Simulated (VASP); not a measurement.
Set up this calculation in VASP 6.6.1, as the native input.

| Property | Result |
| --- | --- |
| Task | single point |
| Functional | PBE |
| Potentials or basis | VASP PAW PBE potentials, release 64 (Al, N) |
| Cutoff | 520 eV |
| k mesh | 5 × 5 × 1 |
| Occupations | gaussian, width 0.1 eV |
| Spin | no spin polarisation |
| Dipole correction | yes |
| Further INCAR settings | ALGO = Normal; EDIFF = 1e-06; NBANDS = 32 |

The structure of Al12N lies in POSCAR:

```
Al12N
1.0
    5.7143028096      0.0000000000      0.0000000000
    0.0000000000      5.7143028096      0.0000000000
    0.0000000000      0.0000000000     19.6750228481
Al N
12 1
Direct
    0.2500000000      0.2500000000      0.2033034488
    0.2500000000      0.7500000000      0.2033034488
    0.7500000000      0.2500000000      0.2033034488
    0.7500000000      0.7500000000      0.2033034488
    0.0000000000      0.0000000000      0.3092772432
    0.0000000000      0.5000000000      0.3092772432
    0.5000000000      0.0000000000      0.3092772432
    0.5000000000      0.5000000000      0.3092772432
    0.2500000000      0.2500000000      0.4155025847
    0.2500000000      0.7500000000      0.4155025847
    0.7500000000      0.2500000000      0.4155025847
    0.7500000000      0.7500000000      0.4155025847
    0.2500000000      0.4166666667      0.4886066745
```

The cell isn't the ideal one: N over (0/6, 2/6) of the surface cell, its height relaxed.

One way to write it, as run:

INCAR

```
SYSTEM = Al12N
  PREC = Accurate
  ENCUT = 520
  EDIFF = 1E-6
  ISMEAR = 0
  SIGMA = 0.1
  LREAL = .FALSE.
  LASPH = .TRUE.
  NELM = 100
  ALGO = Normal
  ISIF = 2
  LWAVE = .FALSE.
  LCHARG = .FALSE.
  LDIPOL = .TRUE.
  IDIPOL = 3
  DIPOL = 0.5 0.5 0.323
  GGA = PE
  NBANDS = 32
```

KPOINTS

```
Automatic mesh
0
G
  5 5 1
  0 0 0
```

Potentials or basis: VASP PAW PBE potentials, release 64 (Al, N).

Command:

```bash
$ cat potpaw_PBE.64/Al/POTCAR potpaw_PBE.64/N/POTCAR > POTCAR
$ mpirun -np 1 vasp_std > vasp.out
```

Results of the run:

* Largest force: 2.565 eV/Å
* Band gap on the k mesh: none (metal or under the smearing width)

Run time: 4.3 min on 1 thread of AMD EPYC 9R45 (Zen 5) (shared host), peak memory 0.58 GiB.
